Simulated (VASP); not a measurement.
# SnTe (Fm-3m) in VASP: band structure with PBE

Aim: the band structure of SnTe with PBE.

Program: VASP 6.6.1. These are calculated values, not measurements. Logs are shortened: lines on timing, memory, paths and dates and some standing lists are left out, and cuts for length are marked.

**Experimental background.**

A printed reference work, textbook reports, for a bulk crystal of SnTe at 300 K: band gap 0.18 eV (direct).

How close the calculation comes is told below.

### 1 Starting point

Symmetry: Fm-3m, No. 225, cubic system. Conventional cell: a = 6.402 Å, b = 6.402 Å, c = 6.402 Å, α = 90.00°, β = 90.00°, γ = 90.00°. Around Sn (site symmetry m-3m) lie 6 Te at 3.20 Å. Around Te (site symmetry m-3m) lie 6 Sn at 3.20 Å.

### 2 Band structure, PBE

Contents of INCAR:

```
PREC = Accurate
ENCUT = 350
EDIFF = 1E-7
ISMEAR = 0
SIGMA = 0.02
LREAL = F
LASPH = T
NELM = 60
ALGO = Fast
ISIF = 2
LWAVE = F
LCHARG = F
GGA = PE
```

Contents of KPOINTS:

```
Automatic mesh
0
Gamma
  8 8 8
```

Contents of POSCAR:

```
SnTe                                    
1.0
   -0.0000000000      3.2012362697      3.2012362697
    3.2012362697     -0.0000000000      3.2012362697
    3.2012362697      3.2012362697      0.0000000000
  Sn              Te            
     1     1
Direct
     0.0000000000000000    0.0000000000000000    0.0000000000000000
     0.5000000000000000    0.5000000000000000    0.5000000000000000
```

Contents of KPOINTS_OPT:

```
path GXWKGLUWLK,UX
15
line-mode
reciprocal
 0.0000000000  0.0000000000  0.0000000000  G
 0.5000000000  0.0000000000  0.5000000000  X

 0.5000000000  0.0000000000  0.5000000000  X
 0.5000000000  0.2500000000  0.7500000000  W

 0.5000000000  0.2500000000  0.7500000000  W
 0.3750000000  0.3750000000  0.7500000000  K

 0.3750000000  0.3750000000  0.7500000000  K
 0.0000000000  0.0000000000  0.0000000000  G

 0.0000000000  0.0000000000  0.0000000000  G
 0.5000000000  0.5000000000  0.5000000000  L

 0.5000000000  0.5000000000  0.5000000000  L
 0.6250000000  0.2500000000  0.6250000000  U

 0.6250000000  0.2500000000  0.6250000000  U
 0.5000000000  0.2500000000  0.7500000000  W

 0.5000000000  0.2500000000  0.7500000000  W
 0.5000000000  0.5000000000  0.5000000000  L

 0.5000000000  0.5000000000  0.5000000000  L
 0.3750000000  0.3750000000  0.7500000000  K

 0.6250000000  0.2500000000  0.6250000000  U
 0.5000000000  0.0000000000  0.5000000000  X
```

Potentials or basis: VASP PAW PBE potentials, release 64 (Sn_d, Te).

Run with:

```
$ cat potpaw_PBE.64/Sn_d/POTCAR potpaw_PBE.64/Te/POTCAR > POTCAR
$ mpirun -np 1 vasp_std > vasp.out
```

OUTCAR:

```text
PREC = Accurate
   ENCUT = 350
   EDIFF = 1E-7
   ISMEAR = 0
   LREAL = F
   LASPH = T
   NELM = 60
   ISIF = 2
   GGA = PE

 ion  position               nearest neighbor table
   1  0.000  0.000  0.000-   2 3.20   2 3.20   2 3.20   2 3.20   2 3.20   2 3.20
   2  0.500  0.500  0.500-   1 3.20   1 3.20   1 3.20   1 3.20   1 3.20   1 3.20

  LATTYP: Found a face centered cubic cell.
 ALAT       =     6.4024725394

  Lattice vectors:

 A1 = (   0.0000000000,   3.2012362697,   3.2012362697)
 A2 = (   3.2012362697,   0.0000000000,   3.2012362697)
 A3 = (   3.2012362697,   3.2012362697,   0.0000000000)

Analysis of symmetry for initial positions (statically):
=====================================================================
 Subroutine PRICEL returns:
 Original cell was already a primitive cell.

 Routine SETGRP: Setting up the symmetry group for a
 face centered cubic supercell.

 Subroutine GETGRP returns: Found 48 space group operations
 (whereof 48 operations were pure point group operations)
 out of a pool of 48 trial point group operations.

The static configuration has the point symmetry O_h .

Analysis of symmetry for dynamics (positions and initial velocities):
=====================================================================
 Subroutine PRICEL returns:
 Original cell was already a primitive cell.

 Routine SETGRP: Setting up the symmetry group for a
 face centered cubic supercell.

 Subroutine GETGRP returns: Found 48 space group operations
 (whereof 48 operations were pure point group operations)
 out of a pool of 48 trial point group operations.

The dynamic configuration has the point symmetry O_h .

 Subroutine INISYM returns: Found 48 space group operations
 (whereof 48 operations are pure point group operations),
 and found     1 'primitive' translations

----------------------------------------------------------------------------------------

                                     Primitive cell

  volume of cell :      65.6120

  direct lattice vectors                    reciprocal lattice vectors
     0.000000000  3.201236270  3.201236270    -0.156189659  0.156189659  0.156189659
     3.201236270  0.000000000  3.201236270     0.156189659 -0.156189659  0.156189659
     3.201236270  3.201236270  0.000000000     0.156189659  0.156189659 -0.156189659

  length of vectors
     4.527231749  4.527231749  4.527231749     0.270528424  0.270528424  0.270528424

  position of ions in fractional coordinates (direct lattice)
     0.000000000  0.000000000  0.000000000
     0.500000000  0.500000000  0.500000000

  ion indices of the primitive-cell ions
   primitive index   ion index
                 1           1
                 2           2

----------------------------------------------------------------------------------------

 KPOINTS: Automatic mesh

Automatic generation of k-mesh.
 Grid dimensions read from file:
 generate k-points for:    8    8    8

 Generating k-lattice:

  Cartesian coordinates                     Fractional coordinates (reciprocal lattice)
    -0.019523707  0.019523707  0.019523707     0.125000000  0.000000000  0.000000000
     0.019523707 -0.019523707  0.019523707     0.000000000  0.125000000  0.000000000
     0.019523707  0.019523707 -0.019523707     0.000000000  0.000000000  0.125000000

  Length of vectors
     0.033816053  0.033816053  0.033816053

  Shift w.r.t. Gamma in fractional coordinates (k-lattice)
     0.000000000  0.000000000  0.000000000

 Subroutine IBZKPT returns following result:
 ===========================================

 Found     29 irreducible k-points:

 Following reciprocal coordinates:
            Coordinates               Weight
  0.000000  0.000000  0.000000      1.000000
  0.125000  0.000000  0.000000      8.000000
  0.250000  0.000000  0.000000      8.000000
  0.375000  0.000000  0.000000      8.000000
  0.500000  0.000000  0.000000      4.000000
  0.125000  0.125000  0.000000      6.000000
[... 16 lines left out ...]
  0.500000  0.250000  0.125000     48.000000
 -0.375000  0.250000  0.125000     24.000000
 [... further k-points ...]
   k-points           NKPTS =     29   k-points in BZ     NKDIM =     29   number of bands    NBANDS=     14
   number of dos      NEDOS =    301   number of ions     NIONS =      2
   total plane-waves  NPLWV =  21952
   dimension x,y,z NGX =    28 NGY =   28 NGZ =   28
   dimension x,y,z NGXF=    56 NGYF=   56 NGZF=   56
   ions per type =               1   1
   NGX,Y,Z   is equivalent  to a cutoff of  10.28, 10.28, 10.28 a.u.
   NGXF,Y,Z  is equivalent  to a cutoff of  20.56, 20.56, 20.56 a.u.
 SYSTEM =  unknown system
   PREC   = accura    normal or accurate (medium, high low for compatibility)
   ISTART =      0    job   : 0-new  1-cont  2-samecut
   ICHARG =      2    charge: 1-file 2-atom 10-const
   ISPIN  =      1    spin polarized calculation?
   LNONCOLLINEAR =      F non collinear calculations
   LSORBIT =      F    spin-orbit coupling
   LASPH  =      T    aspherical Exc in radial PAW
   ENCUT  =  350.0 eV  25.72 Ry    5.07 a.u.   6.91  6.91  6.91*2*pi/ulx,y,z
   NELM   =     60;   NELMIN=  2; NELMDL= -5     # of ELM steps
   EDIFF  = 0.1E-06   stopping-criterion for ELM
   LREAL  =      F    real-space projection
   EDIFFG = 0.1E-05   stopping-criterion for IOM
   NSW    =      0    number of steps for IOM
   IBRION =     -1    ionic relax: 0-MD 1-quasi-New 2-CG
   NFREE  =      0    steps in history (QN), initial steepest desc. (CG)
   ISIF   =      2    stress and relaxation
   ISYM   =      2    0-nonsym 1-usesym 2-fastsym
   POTIM  = 0.5000    time-step for ionic-motion
   TEBEG  =    0.0;   TEEND  =   0.0 temperature during run
   PSTRESS=    0.0 pullay stress
   NELECT =      20.0000    total number of electrons
   NUPDOWN=      -1.0000    fix difference up-down
   EMIN   =  10.00;   EMAX   =-10.00  energy-range for DOS
   EFERMI =   0.00;   METHOD = LEGACY
   ISMEAR =     0;   SIGMA  =   0.02  broadening in eV -4-tet -1-fermi 0-gaus
   EFERMI_NEDOS =   21; number of points for ismear=-14 and -15
   IALGO  =     68    algorithm
   IMIX   =      4    mixing-type and parameters
     AMIX     =   0.40;   BMIX     =  1.00
     AMIX_MAG =   1.60;   BMIX_MAG =  1.00
  volume/ion in A,a.u.               =      32.81       221.39
  Fermi-wavevector in a.u.,A,eV,Ry     =   1.101769  2.082041 16.516035  1.213894
  Thomas-Fermi vector in A             =   2.238201
   LORBIT       =      0    0 simple, 1 ext, 2 COOP (PROOUT), +10 PAW based schemes
   GGA     = PE    functional components
   LHFCALC =     F    Hartree Fock is set to
   AEXX    =    0.0000 exact exchange contribution
   IVDW    =     0    specifies the selected vdW correction
   LEPSILON=     F    determine dielectric tensor
   LRPA    =     F    only Hartree local field effects (RPA)
 non-spin polarized calculation
 RMM-DIIS sequential band-by-band and
 Gauss-broadening in eV      SIGMA  =   0.02
  energy-cutoff  :      350.00
  volume of cell :       65.61
 maximum number of plane-waves:       992
   NGX = 13   NGY = 13   NGZ = 13

 number of electron      20.0000000 magnetization

 Free energy of the ion-electron system (eV)
  ---------------------------------------------------
  ext. energy  EPLUGINS =         0.00000000
  ---------------------------------------------------
  free energy    TOTEN  =        -7.56203635 eV

  energy without entropy =       -7.56197557  energy(sigma->0) =       -7.56200596

 E-fermi :   6.3961     XC(G=0):  -9.2815

 val. band max:        6.3754446869   @ k =   0.5000   0.0000   0.0000
 cond. band min:       6.4167233401   @ k =   0.5000   0.0000   0.0000
 fundamental gap:      0.0412786531
 Fermi energy:         6.3960840137

 k-point     1 :       0.0000    0.0000    0.0000
  band No.  band energies     occupation
      1     -15.5082      2.00000
      2     -15.5082      2.00000
      3     -15.5047      2.00000
      4     -15.5047      2.00000
      5     -15.5047      2.00000
      6      -6.0835      2.00000
      7       1.5145      2.00000
      8       4.3601      2.00000
      9       4.3601      2.00000
     10       4.3601      2.00000
     11       9.6213      0.00000
     12       9.6213      0.00000
     13       9.6213      0.00000
     14      11.2113      0.00000

 k-point     2 :       0.1250    0.0000    0.0000
  band No.  band energies     occupation
      1     -15.5087      2.00000
      2     -15.5087      2.00000
      3     -15.5048      2.00000
      4     -15.5041      2.00000
      5     -15.5041      2.00000
      6      -5.9614      2.00000
      7       0.9209      2.00000
      8       4.3833      2.00000
      9       4.3833      2.00000
     10       4.7645      2.00000
     11       8.9940      0.00000
     12       8.9940      0.00000
     13       9.0052      0.00000
     14      11.1543      0.00000

 k-point     3 :       0.2500    0.0000    0.0000
  band No.  band energies     occupation
      1     -15.5101      2.00000
      2     -15.5101      2.00000
      3     -15.5042      2.00000
      4     -15.5022      2.00000
      5     -15.5022      2.00000
      6      -5.6198      2.00000
      7      -0.2154      2.00000
      8       4.4650      2.00000
      9       4.4650      2.00000
     10       5.3878      2.00000
     11       7.9563      0.00000
     12       7.9563      0.00000
     13       7.9684      0.00000
     14      11.5516      0.00000
[... 324 lines left out ...]
 k-point    23 :       0.5000    0.2500    0.1250
  band No.  band energies     occupation
      1     -15.5146      2.00000
      2     -15.5094      2.00000
      3     -15.5038      2.00000
      4     -15.5003      2.00000
      5     -15.4992      2.00000
      6      -4.9599      2.00000
      7      -1.0652      2.00000
      8       2.8244      2.00000
      9       3.5764      2.00000
     10       5.1911      2.00000
     11       7.3150      0.00000
     12       8.7857      0.00000
     13       9.9932      0.00000
     14      11.2759      0.00000

 k-point    24 :      -0.3750    0.2500    0.1250
  band No.  band energies     occupation
      1     -15.5147      2.00000
      2     -15.5101      2.00000
      3     -15.5025      2.00000
      4     -15.5008      2.00000
      5     -15.4984      2.00000
      6      -4.7592      2.00000
      7      -1.3711      2.00000
      8       2.8327      2.00000
      9       3.1853      2.00000
     10       5.4523      2.00000
     11       6.9153      0.00000
     12       9.2024      0.00000
     13       9.7896      0.00000
     14      12.4143      0.00000

 [... further k-points ...]

------------------------ aborting loop because EDIFF is reached ----------------------------------------

  FORCE on cell =-STRESS in cart. coord.  units (eV):
  Direction    XX          YY          ZZ          XY          YZ          ZX
  --------------------------------------------------------------------------------------
  -------------------------------------------------------------------------------------
  Total       -0.0023714     -0.0023714     -0.0023714      0.0000000     -0.0000000      0.0000000
  in kB       -0.0579083     -0.0579083     -0.0579083      0.0000000     -0.0000000      0.0000000
  external PRESSURE =      -0.0579083 kB  Pullay stress =       0.0000000 kB

 VOLUME and BASIS-vectors are now :
 -----------------------------------------------------------------------------
  energy-cutoff  :      350.00
  volume of cell :       65.61
      direct lattice vectors                 reciprocal lattice vectors
     0.000000000  3.201236270  3.201236270    -0.156189659  0.156189659  0.156189659
     3.201236270  0.000000000  3.201236270     0.156189659 -0.156189659  0.156189659
     3.201236270  3.201236270  0.000000000     0.156189659  0.156189659 -0.156189659

 POSITION                                       TOTAL-FORCE (eV/Angst)
 -----------------------------------------------------------------------------------
      0.00000      0.00000      0.00000         0.000000      0.000000      0.000000
      3.20124      3.20124      3.20124        -0.000000     -0.000000     -0.000000
 -----------------------------------------------------------------------------------
    total drift:                               -0.000000      0.000000      0.000000

  FREE ENERGIE OF THE ION-ELECTRON SYSTEM (eV)
  ---------------------------------------------------
  free  energy   TOTEN  =        -7.5620363525 eV

  energy  without entropy=       -7.5619755711  energy(sigma->0) =       -7.56200596
```

Wall time 34 s (1 thread of Intel Xeon Platinum 8488C (Sapphire Rapids), shared host); peak memory 0.16 GiB.

Results:

| Property | Result |
| --- | --- |
| Free energy | -7.5620 eV |
| Pressure | 0.0 GPa |
| Band gap on the k mesh | 0.04 eV, direct |
| Band gap along the path | 0.04 eV, direct |

Levels at the corners of the path, in eV from the valence-band top:
| point | band 6 | band 7 | band 8 | band 9 | band 10 | band 11 | band 12 | band 13 | band 14 |
| --- | --- | --- | --- | --- | --- | --- | --- | --- | --- |
| Γ | -12.46 | -4.86 | -2.02 | -2.02 | -2.02 | 3.25 | 3.25 | 3.25 | 4.84 |
| X | -11.04 | -6.44 | -5.25 | -3.52 | -3.52 | 2.36 | 4.69 | 4.69 | 6.04 |
| X | -11.04 | -6.44 | -5.25 | -3.52 | -3.52 | 2.36 | 4.69 | 4.69 | 6.04 |
| W | -10.96 | -7.22 | -4.54 | -4.54 | -0.82 | 0.85 | 4.59 | 4.59 | 5.88 |
| W | -10.96 | -7.22 | -4.54 | -4.54 | -0.82 | 0.85 | 4.59 | 4.59 | 5.88 |
| K | -11.00 | -7.26 | -4.87 | -3.05 | -2.60 | 2.92 | 3.00 | 4.21 | 5.32 |
| K | -11.00 | -7.26 | -4.87 | -3.05 | -2.60 | 2.92 | 3.00 | 4.21 | 5.32 |
| Γ | -12.46 | -4.86 | -2.02 | -2.02 | -2.02 | 3.25 | 3.25 | 3.25 | 4.84 |
| Γ | -12.46 | -4.86 | -2.02 | -2.02 | -2.02 | 3.25 | 3.25 | 3.25 | 4.84 |
| L | -11.29 | -8.09 | -1.69 | -1.69 | 0.00 | 0.04 | 0.44 | 0.44 | 7.67 |
| L | -11.29 | -8.09 | -1.69 | -1.69 | 0.00 | 0.04 | 0.44 | 0.44 | 7.67 |
| U | -11.00 | -7.26 | -4.87 | -3.05 | -2.60 | 2.92 | 3.00 | 4.21 | 5.32 |
| U | -11.00 | -7.26 | -4.87 | -3.05 | -2.60 | 2.92 | 3.00 | 4.21 | 5.32 |
| W | -10.96 | -7.22 | -4.54 | -4.54 | -0.82 | 0.85 | 4.59 | 4.59 | 5.88 |
| W | -10.96 | -7.22 | -4.54 | -4.54 | -0.82 | 0.85 | 4.59 | 4.59 | 5.88 |
| L | -11.29 | -8.09 | -1.69 | -1.69 | 0.00 | 0.04 | 0.44 | 0.44 | 7.67 |
| L | -11.29 | -8.09 | -1.69 | -1.69 | 0.00 | 0.04 | 0.44 | 0.44 | 7.67 |
| K | -11.00 | -7.26 | -4.87 | -3.05 | -2.60 | 2.92 | 3.00 | 4.21 | 5.32 |
| U | -11.00 | -7.26 | -4.87 | -3.05 | -2.60 | 2.92 | 3.00 | 4.21 | 5.32 |
| X | -11.04 | -6.44 | -5.25 | -3.52 | -3.52 | 2.36 | 4.69 | 4.69 | 6.04 |

Caveat: spin-orbit coupling is left out, which moves the levels of the heavy elements.

### 3 How close it comes

Step 2. Against the measured gap of SnTe, 0.18 eV (direct; 300 K; a printed reference work, textbook), the calculated 0.04 eV is off by -0.14 eV. Spin-orbit coupling on Sn, Te is left out. The value is that of PBE, without temperature or zero-point motion. Semilocal functionals fall short of measured gaps as a rule.
